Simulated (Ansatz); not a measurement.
## Zr2COF MXene monolayer in a perpendicular field

Aim: how the Zr2COF MXene monolayer screens a field along its normal, and what the field does to its bands. A positive field points along +c.

Method: plane-wave DFT, PBE-D3(BJ), Ansatz PAW, in Ansatz 0.2.0.

## Step 1: Set-up

The cell holds 5 atoms: 1 F, 2 Zr, 1 C and 1 O. Its edges and angles: a = 3.289 Å, b = 3.289 Å, c = 40.572 Å, α = 90.0°, β = 90.0°, γ = 120.0°. Vacuum lies along c.

Structure file:

```cif
data_structure
_symmetry_space_group_name_H-M 'P 1'
_symmetry_Int_Tables_number 1
_cell_length_a 3.2890
_cell_length_b 3.2890
_cell_length_c 40.5718
_cell_angle_alpha 90.000
_cell_angle_beta 90.000
_cell_angle_gamma 120.000
_cell_volume 380.09
loop_
_atom_site_label
_atom_site_type_symbol
_atom_site_fract_x
_atom_site_fract_y
_atom_site_fract_z
_atom_site_occupancy
F1 F 0.33333 0.66667 0.44119 1
Zr2 Zr 0.66667 0.33333 0.46578 1
C3 C 0.00000 0.00000 0.49777 1
Zr4 Zr 0.33333 0.66667 0.52975 1
O5 O 0.66667 0.33333 0.55881 1
```

## Step 2: Relaxation

The starting cell is a guess, so the in-plane lattice and the atoms are relaxed first, with the slab cut off from its images along the normal.

Contents of input.yaml:

```yaml
crystal:
  lattice:
    - [3.289, 0.0, 0.0]
    - [-1.6445, 2.848357553, 0.0]
    - [0.0, 0.0, 40.5718145983]
  atoms:
    - { symbol: F, position: [0.3333333333, 0.6666666667, 0.4411929853] }
    - { symbol: Zr, position: [0.6666666667, 0.3333333333, 0.4657812231], spin: 1.0 }
    - { symbol: C, position: [0.0, 0.0, 0.4977677583] }
    - { symbol: Zr, position: [0.3333333333, 0.6666666667, 0.5297542934], spin: 1.0 }
    - { symbol: O, position: [0.6666666667, 0.3333333333, 0.5588070147] }
  periodic: [true, true, false]
magnetization:
  spin_polarized: true
kpoints:
  mp_grid: { grid: [12, 12, 1] }
hamiltonian:
  xc: pbe
  dispersion: d3bj
scf:
  occupations: { method: fermi_dirac, width: 0.05 }
  convergence: { dr2_threshold: 1.0e-09 }
relax:
  f_tol: 0.004
  max_steps: 90
  cell: {}
output:
  write_potential: true
  write_density: true
  volumetric_format: npy
```

Command:

```console
$ ansatz run input.yaml --threads 4 --pin off --max-ram 6144MiB --backend cpu --events-out ev --progress --plain --runs-dir out
```

Numbers of over 12 decimals in the logs are rounded to 6 here.

Output:

```text
Warning: relax.cell: scf.convergence.dr2_threshold = 1e-9 eV is looser than the 2.29140738368e-10 eV advised for a relaxation that steers and ends on the stress (1e-10 eV for each atom of the cell: 5, times the square of relax.cell.stress_2d_tol = 0.05 N/m over 14.8 Å (the atoms' height at the walk's start and 5 Å past either face), 3.385e-2 GPa, over a crystal's default 0.05). What an SCF threshold leaves in a stress goes as its square root, and in the free energy as the threshold itself, and one threshold admits the most on a small cell: [figures from the program's tests cut] Set scf.convergence.dr2_threshold to 2.29140738368e-10 eV or tighter. [rest of the remark cut]
Engine: ansatz 0.2.0, x86_64-unknown-linux-gnu
Pseudopotentials: kind: paw
Pseudopotential: F, paw, valence charge 7, recommended cutoff 420 eV (normal), F.paw.azcp
Pseudopotential: Zr, paw, valence charge 12, recommended cutoff 420 eV (normal), Zr.paw.azcp
Pseudopotential: C, paw, valence charge 4, recommended cutoff 420 eV (normal), C.paw.azcp
Pseudopotential: O, paw, valence charge 6, recommended cutoff 420 eV (normal), O.paw.azcp
Functional definition: PBE
  parameter kappa = 0.804
  parameter beta = 0.066725
  exchange = pbe_x(kappa = kappa, mu = beta*pi^2/3)
  correlation = pbe_c(beta = beta)
Crystal: 5 atoms, lattice volume = 380.087 Å³
Basis set: ecut = 420 eV, 7587 PW (Γ), exchange–correlation on 48×48×576 points (8 copies of the dense FFT grid, shifted against one another)
Bands: 27, of which v1, the nominal top of the filled ones, is band 21 counted from 1 (20 counted from 0)
Symmetry: 6 space group operations
Space group: P3m1 (ITA 156), of the structure as read, at distance tolerance 7.2e-5 Å
Magnetic group: BNS 156.49 (UNI 1279), of the structure as read, at distance tolerance 7.2e-5 Å
k-points: 19 of 144 (time reversal used)
Non-local potential: F, projectors of the file, l = 0: 2, l = 1: 2, l = 2: 1
Non-local potential: Zr, projectors of the file, l = 0: 3, l = 1: 2, l = 2: 2, l = 3: 2
Non-local potential: C, projectors of the file, l = 0: 2, l = 1: 2, l = 2: 1
Non-local potential: O, projectors of the file, l = 0: 2, l = 1: 2, l = 2: 1
PAW form: soft (Blöchl's): semilocal exchange-correlation on the pseudo side does not see the compensation charge
PAW one-centre angular grid: F, 110 points (default); XC on 64 Gauss nodes
PAW one-centre angular grid: Zr, 590 points (default); XC on 64 Gauss nodes
PAW one-centre angular grid: C, 110 points (default); XC on 64 Gauss nodes
PAW one-centre angular grid: O, 110 points (default); XC on 64 Gauss nodes
Initial density: superposition of atomic densities (neutral atoms: chi_scale 0, normalization atom)
Starting moments: Σ|m| = 2 μB on 2 of 5 sites
Initial wavefunctions: pseudopotential atomic-orbital guess
Functional: x = pbe(κ = 0.804, μ = 0.219515), c = pbe(β = 0.066725)
SCF iter   1: F=—  HF=-10005.977450 eV  |F-HF|=—  |Δ(HF+E_count)|=         —  Δρ=3.23e-2 (↑3.23e-2 ↓3.06e-2)  dr2=3.01e1  dr2_m=1.87e-1  M=0.463 μB ∫|m|=0.612 μB  β_m=0.30  ethr=3.10e-3  ⟨swp⟩=14.6  Hψ=7787  notcnv=0
Mixer restart at iter 1: flushing history
preconditioner: auto → Resta (q_TF=auto, 1.882 Å⁻¹)  ε∞=1.7  [insulator: Δε(μ)=0.274 eV  Ē_g=10.699 eV  σ=0.050 eV  W_gap=0.87  n_scr=24 (ndim 8)  ℏωp=9.1 eV  f_vac=0.793  D(μ)=0.28/eV (n_scr^D=4)  ε∞_Penn≈1.7  vacuum switching on, ρ_ref=8.3e-3 e/Å³]
spin=Collinear: Resta preconditioning applied to the charge; magnetization (m = ρ↑ − ρ↓) channel mixes plain (no charge-response kernel on spin).
SCF iter   2: F=—  HF=-10000.924255 eV  |F-HF|=—  |Δ(HF+E_count)|=    5.05e0  Δρ=1.85e-2 (↑1.65e-2 ↓1.85e-2)  dr2=2.49e1  dr2_m=9.14e-2  M=0.826 μB ∫|m|=0.858 μB  β_m=0.26  ethr=3.10e-3  ⟨swp⟩=8.1  Hψ=3812  notcnv=0  defer=56
preconditioner: auto → LDOS  [metal: Δε(μ)=0.038 eV  Ē_g=9.337 eV  σ=0.050 eV  W_gap=0.19  n_scr=24 (ndim 8)  ℏωp=9.1 eV  f_vac=0.798  D(μ)=2.97/eV (n_scr^D=14)]
spin=Collinear: LDOS preconditioning applied to the charge; magnetization (m = ρ↑ − ρ↓) channel mixes plain (no charge-response kernel on spin).
SCF iter   3: F=—  HF=-10000.624729 eV  |F-HF|=—  |Δ(HF+E_count)|=   3.00e-1  Δρ=1.10e-2 (↑1.10e-2 ↓9.92e-3)  dr2=2.55e0  dr2_m=7.33e-2  M=0.444 μB ∫|m|=0.550 μB  β_m=0.49  ethr=3.10e-3  ⟨swp⟩=4.9  Hψ=2302  notcnv=0  defer=29
SCF iter   4: F=—  HF=-10000.317006 eV  |F-HF|=—  |Δ(HF+E_count)|=   3.08e-1  Δρ=5.63e-3 (↑4.95e-3 ↓5.63e-3)  dr2=3.47e0  dr2_m=1.26e-2  M=0.340 μB ∫|m|=0.408 μB  β_m=0.51  ethr=3.10e-3  ⟨swp⟩=8.2  Hψ=3178  notcnv=0  defer=69
SCF iter   5: F=—  HF=-10000.240359 eV  |F-HF|=—  |Δ(HF+E_count)|=   7.66e-2  Δρ=2.76e-3 (↑1.84e-3 ↓2.76e-3)  dr2=4.13e-1  dr2_m=3.94e-3  M=0.204 μB ∫|m|=0.264 μB  β_m=0.61  ethr=3.10e-3  ⟨swp⟩=5.0  Hψ=1912  notcnv=0  defer=51
SCF iter   6: F=—  HF=-10000.233273 eV  |F-HF|=—  |Δ(HF+E_count)|=   7.09e-3  Δρ=1.08e-3 (↑7.05e-4 ↓1.08e-3)  dr2=2.60e-2  dr2_m=1.18e-3  M=0.116 μB ∫|m|=0.157 μB  β_m=0.78  ethr=1.01e-3  ⟨swp⟩=3.8  Hψ=1741  notcnv=0  defer=49
SCF iter   7: F=—  HF=-10000.241688 eV  |F-HF|=—  |Δ(HF+E_count)|=         —  Δρ=5.86e-4 (↑4.00e-4 ↓5.86e-4)  dr2=1.37e-3  dr2_m=5.16e-4  M=0.046 μB ∫|m|=0.063 μB  β_m=0.78  ethr=6.35e-5  ⟨swp⟩=4.4  Hψ=2479  notcnv=0  defer=52
SCF iter   8: F=—  HF=-10000.242182 eV  |F-HF|=—  |Δ(HF+E_count)|=   4.95e-4  Δρ=2.25e-4 (↑2.25e-4 ↓2.23e-4)  dr2=7.01e-4  dr2_m=1.44e-4  M=0.027 μB ∫|m|=0.036 μB  β_m=0.89  ethr=3.34e-6  ⟨swp⟩=4.3  Hψ=2570  notcnv=0  defer=44
SCF iter   9: F=—  HF=-10000.242406 eV  |F-HF|=—  |Δ(HF+E_count)|=   2.24e-4  Δρ=1.33e-4 (↑1.33e-4 ↓1.07e-4)  dr2=3.70e-4  dr2_m=3.20e-5  M=0.012 μB ∫|m|=0.016 μB  β_m=0.80  ethr=1.71e-6  ⟨swp⟩=3.6  Hψ=2089  notcnv=0  defer=44
SCF iter  10: F=—  HF=-10000.242416 eV  |F-HF|=—  |Δ(HF+E_count)|=   9.68e-6  Δρ=7.39e-5 (↑5.01e-5 ↓7.39e-5)  dr2=1.37e-4  dr2_m=5.31e-6  M=0.005 μB ∫|m|=0.006 μB  β_m=0.82  ethr=9.02e-7  ⟨swp⟩=3.4  Hψ=2162  notcnv=0  defer=38
SCF iter  11: F=—  HF=-10000.242413 eV  |F-HF|=—  |Δ(HF+E_count)|=   3.15e-6  Δρ=2.00e-5 (↑1.47e-5 ↓2.00e-5)  dr2=3.74e-6  dr2_m=7.23e-7  M=0.001 μB ∫|m|=0.002 μB  β_m=0.82  ethr=3.34e-7  ⟨swp⟩=3.2  Hψ=1787  notcnv=0  defer=37
SCF iter  12: F=—  HF=-10000.242413 eV  |F-HF|=—  |Δ(HF+E_count)|=   4.76e-7  Δρ=8.66e-6 (↑8.66e-6 ↓3.60e-6)  dr2=2.13e-6  dr2_m=8.09e-8  M=0.000 μB ∫|m|=0.000 μB  β_m=0.86  ethr=9.13e-9  ⟨swp⟩=3.5  Hψ=2291  notcnv=0  defer=37
SCF iter  13: F=—  HF=-10000.242413 eV  |F-HF|=—  |Δ(HF+E_count)|=   6.28e-8  Δρ=2.81e-6 (↑2.81e-6 ↓2.65e-6)  dr2=4.02e-7  dr2_m=9.75e-9  M=0.000 μB ∫|m|=0.000 μB  β_m=0.85  ethr=5.20e-9  ⟨swp⟩=3.1  Hψ=1768  notcnv=0  defer=35
[...]
SCF 3 converged in 11 iterations: F = -10001.170984 eV  dr2 = 4.46e-10
relax step   3: F+E_penalty+E_count = -10001.17098404 eV  Δ(F+E_penalty+E_count) = -5.973e-2 eV  max|allowed force component| = 7.749e-2 eV/Å  Δτ_max = 0.0542 Å  P = +0.348 N/m  Ω = 375.656 Å³  energy of the carried Pulay correction = +2.029e-3 eV  fix = [c, alpha, beta]  reactions: c +0.000 N/m  (11 SCF iters, accepted)
[...]
relax step   4: F+E_penalty+E_count = -10001.17100157 eV  Δ(F+E_penalty+E_count) = -1.753e-5 eV  max|allowed force component| = 2.205e-2 eV/Å  Δτ_max = 0.0023 Å  P = +0.032 N/m  Ω = 376.407 Å³  energy of the carried Pulay correction = +1.684e-3 eV  fix = [c, alpha, beta]  reactions: c +0.000 N/m  (8 SCF iters, accepted)
[...]
relax step   5: F+E_penalty+E_count = -10001.17090395 eV  Δ(F+E_penalty+E_count) = +9.762e-5 eV  max|allowed force component| = 8.535e-3 eV/Å  Δτ_max = 0.0017 Å  P = -0.023 N/m  Ω = 376.618 Å³  energy of the carried Pulay correction = +1.587e-3 eV  fix = [c, alpha, beta]  (6 SCF iters, rejected (line search))
[...]
relax step   6: F+E_penalty+E_count = -10001.17097884 eV  Δ(F+E_penalty+E_count) = +2.273e-5 eV  max|allowed force component| = 6.331e-4 eV/Å  Δτ_max = 0.0008 Å  P = +0.005 N/m  Ω = 376.484 Å³  energy of the carried Pulay correction = +1.648e-3 eV  fix = [c, alpha, beta]  reactions: c +0.000 N/m  (6 SCF iters, accepted)
Initial wavefunctions: pseudopotential atomic-orbital guess (no wavefunctions were taken with the density)
iter 1 solved again at ethr=1.47e-7 eV; its pass at ethr=3.10e-3 eV (dr2=6.04e-5 eV) is discarded
SCF iter   1: F=—  HF=-10001.169350 eV  |F-HF|=—  |Δ(HF+E_count)|=         —  Δρ=1.56e-5 (↑1.56e-5 ↓1.56e-5)  dr2=5.55e-7  dr2_m=7.51e-12  M=0.000 μB ∫|m|=0.000 μB  β_m=0.65  ethr=1.47e-7  ⟨swp⟩=6.6  Hψ=12280  notcnv=0
spin=Collinear: LDOS preconditioning applied to the charge; magnetization (m = ρ↑ − ρ↓) channel mixes plain (no charge-response kernel on spin).
SCF iter   2: F=—  HF=-10001.169343 eV  |F-HF|=—  |Δ(HF+E_count)|=   6.99e-6  Δρ=5.15e-6 (↑5.15e-6 ↓5.14e-6)  dr2=1.29e-7  dr2_m=2.75e-12  M=0.000 μB ∫|m|=0.000 μB  β_m=0.51  ethr=1.35e-9  ⟨swp⟩=3.8  Hψ=2620  notcnv=0
SCF iter   3: F=—  HF=-10001.169343 eV  |F-HF|=—  |Δ(HF+E_count)|=   1.15e-7  Δρ=2.35e-6 (↑2.35e-6 ↓2.35e-6)  dr2=1.82e-8  dr2_m=1.32e-12  M=0.000 μB ∫|m|=0.000 μB  β_m=0.65  ethr=3.15e-10  ⟨swp⟩=3.2  Hψ=1846  notcnv=0
SCF iter   4: F=—  HF=-10001.169343 eV  |F-HF|=—  |Δ(HF+E_count)|=   3.34e-8  Δρ=7.10e-7 (↑7.10e-7 ↓7.08e-7)  dr2=2.16e-9  dr2_m=3.76e-13  M=0.000 μB ∫|m|=0.000 μB  β_m=0.66  ethr=4.43e-11  ⟨swp⟩=3.0  Hψ=1973  notcnv=0
SCF iter   5: F=-10001.169343 eV  HF=-10001.169343 eV  |F-HF|=1.52e-9  |Δ(HF+E_count)|=   9.66e-9  Δρ=1.15e-7 (↑1.15e-7 ↓1.14e-7)  dr2=1.48e-10  dr2_m=7.82e-14  M=0.000 μB ∫|m|=0.000 μB  ethr=2.44e-12  ⟨swp⟩=13.4  Hψ=9128  notcnv=0
the starting moments were not kept: the SCF closed with an absolute magnetisation of 1.0e-6 μB, where they sum to 2 μB in size (2 sites). That is at most 0.1 of that sum. Measured as dr2_m measures the in/out step, that magnetisation stands 8.5e-14 eV from none, at or under the dr2_threshold of 1.0e-9 eV: it is no larger than a step whose dr2_m would equal this threshold.
SCF 7 converged in 5 iterations: F = -10001.169343 eV  dr2 = 1.48e-10
relax step   7: F+E_penalty+E_count = -10001.16934348 eV  Δ(F+E_penalty+E_count) = +1.635e-3 eV  max|allowed force component| = 8.215e-4 eV/Å  Δτ_max = 0.0000 Å  P = -0.020 N/m  Ω = 376.484 Å³  fix = [c, alpha, beta]  reactions: c -0.000 N/m  stress off target by 1.96e-2 N/m on what of the cell is left free  SCF on the basis re-selected at this cell (its energy is not comparable with the rows above)  (5 SCF iters)
basis re-selected at this cell: Δ(F+E_penalty+E_count) = +1.635e-3 eV, ΔP = -0.024 N/m vs the last step (what re-selecting the basis moved, of the pressure what is left beyond the Pulay correction that the steps carried, after the strain that the cell walked since its last selection, with what the two solves' SCF thresholds leave and, on support functions, any second-order correction that the steps lacked; it is no m [...]
WARN: The output density's exchange-correlation potential varies sharply where the density is thin. Do not read a vacuum level from v_tot or v_xc, or from such a field of the output density. On a cell that repeats whose density bears no net charge and no dipole along the vacuum's axis use v_es (v_loc + v_h of the components); under efield.dipole_correction with no amplitude use v_es + v_field, which holds any externa [...]
SCF converged after 5 iterations
Magnetization: 0.0000 μB (20.5000 up, 20.5000 down)
Absolute magnetization: 0.0000 μB (∫|ρ↑−ρ↓|, with the PAW one-centre terms)
Spin contamination: 0.0000 ħ² per cell (⟨S²⟩ above its minimum at these occupations)
Per-site moments (μB) at R_I (Å): [(1.391336560553081e-8, 0.951916), (2.5724131549210295e-7, 0.930680), (-1.0422031311152344e-7, 0.930680), (5.946734925684048e-8, 0.875062), (2.834674622248515e-8, 0.875062)]
Free energy (F): -10001.169343 eV
Harris-Foulkes:  -10001.169343 eV  (|F-HF|=1.52e-9)
Internal energy: -10001.152586 eV  (E = F + TS)
E sigma→0 (E₀):  -10001.160965 eV
Entropy (-TS):   -0.016757 eV (-3.351 meV/atom)
Fermi energy:    -4.432999 eV
--- Per-component energies (eV) ---
  E_band       = -912.464802
  E_kinetic    = 1140.979183
  E_local      = -134594.079983  (includes V_loc(G=0)·N_el)
  E_nonlocal   = 303.486444
  E_hartree    = 66572.916765
  E_xc         = -528.422753
  E_vxc        = -642.364203  (∫ρ·V_xc dr)
  E_paw        = -6363.759951  (= ΣΔE_a)
  E_vpaw       = -266.325073  (= ΣTr[D̂ρ^β])
  E_aug_tail   = 0.004550  (compensation charges beyond the density's cutoff)
  E_ewald      = 63468.756529
  E_disp       = -1.033371  (pairwise vdW)
  E_smearing   = -0.016757  (= −TS)
  E_closure    = 0.000000  (closes the sum)
  Σ components = -10001.169343   (vs F -10001.169343, Δ=0.00e0)
--- Forces (eV/Å), atoms counted from 1 ---
  atom   1  F      0.00000000     0.00000000    -0.00026219
  atom   2  Zr     0.00000000     0.00000000    -0.00030115
  atom   3  C      0.00000000     0.00000000     0.00010013
  atom   4  Zr    -0.00000000    -0.00000000    -0.00035808
  atom   5  O      0.00000000    -0.00000000     0.00082150
  max |Σ_I F_I| component: 2.08e-7 eV/Å
--- 2D stress c σ (N/m, compression-positive) ---
       -0.019589      -0.000000       0.000000
       -0.000000      -0.019589      -0.000000
        0.000000      -0.000000      -0.000000
  P = ½ c Tr σ = -0.0196 N/m
--- Band table (eV; the first three rows and the last of 38) ---
  k-point 0 ↑: bands = [... 17 lower, -7.5750, -6.5784, -6.5784, -3.6818, -3.6818, -3.4546, -2.3599, -1.8757, ... 2 higher]
  k-point 1 ↑: bands = [... 17 lower, -7.5088, -6.8196, -6.6400, -3.9364, -3.5802, -3.3344, -2.4078, -1.7677, ... 2 higher]
  k-point 2 ↑: bands = [... 17 lower, -7.6295, -7.1388, -6.7749, -4.3451, -3.2801, -3.2585, -2.2748, -1.5299, ... 2 higher]
  k-point 18 ↓: bands = [... 17 lower, -8.0304, -7.7434, -7.5557, -3.6174, -2.8194, -2.4982, -1.4976, -1.4714, ... 2 higher]
  the weakly bound empty levels are not read free of the cell's end (no_gap_told)
--- Relaxed structure (6 steps of the walk, 5 accepted, 1 SCFs on fresh bases) ---
  F+E_penalty+E_count = -10001.16934348 eV   max|allowed force component| = 8.215e-4 eV/Å   (the final SCF, on the basis selected at the relaxed cell)
  cell:  # Å, volume = 376.4845 Å³
    - [3.273377, 0.0, 0]
    - [-1.636688, 2.834827, 0]
    - [0, 0, 40.5718145983]
  atoms:
    - { symbol: F, position: [0.333333, 0.666667, 0.435492] }
    - { symbol: Zr, position: [0.666667, 0.333333, 0.468133] }
    - { symbol: C, position: [3.3783919124103257e-19, 0, 0.498508] }
    - { symbol: Zr, position: [0.333333, 0.666667, 0.533710] }
    - { symbol: O, position: [0.666667, 0.333333, 0.557460] }
```

It took 99 s on 4 threads of AMD EPYC 7R43, shared host; peak memory 0.94 GiB; 6 min of CPU time.

Relaxation path:

```tsv
step	energy less that of the first step (eV)	largest force component (eV/Å)	volume (Å³)
1	0.0000	4.0487	380.09
2	-0.8688	1.4893	379.29
3	-0.9286	0.0775	375.66
4	-0.9286	0.0220	376.41
5	-0.9285	0.0085	376.62
6	-0.9286	0.0006	376.48
7*	-0.9269	0.0008	376.48
```

Relaxation steps marked * repeat the geometry before them on a plane-wave basis chosen anew for their cell, so energy and pressure can jump there. Relaxation step 5 was tried and not accepted.

The run keeps the 6 symmetry operations that it works with, so distortions that break them were not tested.

```tsv
cell as run	before	after	change
a (Å)	3.289	3.273	-0.5 %
b (Å)	3.289	3.273	-0.5 %
```

The atoms that moved most (Å, along periodic axes as changes of fractional coordinates times the final cell, across vacuum about the mean position):

```tsv
atom	dx	dy	dz	length
F1	0.000	0.000	-0.231	0.231
Zr4	0.000	0.000	0.160	0.160
Zr2	0.000	0.000	0.095	0.095
O5	0.000	0.000	-0.055	0.055
C3	0.000	0.000	0.030	0.030
```

The relaxed structure:

```xyz
5
Lattice="3.2734 0.0000 0.0000 -1.6367 2.8348 0.0000 0.0000 0.0000 40.5718" Properties=species:S:1:pos:R:3
F     0.0000    1.8899   17.6687
Zr    1.6367    0.9449   18.9930
C     0.0000    0.0000   20.2254
Zr    0.0000    1.8899   21.6536
O     1.6367    0.9449   22.6172
```

This step gave:

| Property | Result |
| --- | --- |
| energy at zero smearing | -10001.1610 eV |

The lattice constant a goes from 3.289 to 3.273 Å.

(Part 1 of 3 ends here.)

[Logs are printed without paths, hosts, clocks, repeated set-up lines and the standing remarks that a program may print on its own settings, such as how far it seeks lower states.]

[Hosts, paths, dates, database ids (printed as entryN), source tags and the programs' standing remarks are cut or masked in the printed files.]

[Maps of the electrostatic potential energy from Ansatz leave out the sawtooth potential of an applied field or a dipole correction, so their vacuum need not be flat; planar profiles and work functions include it.]
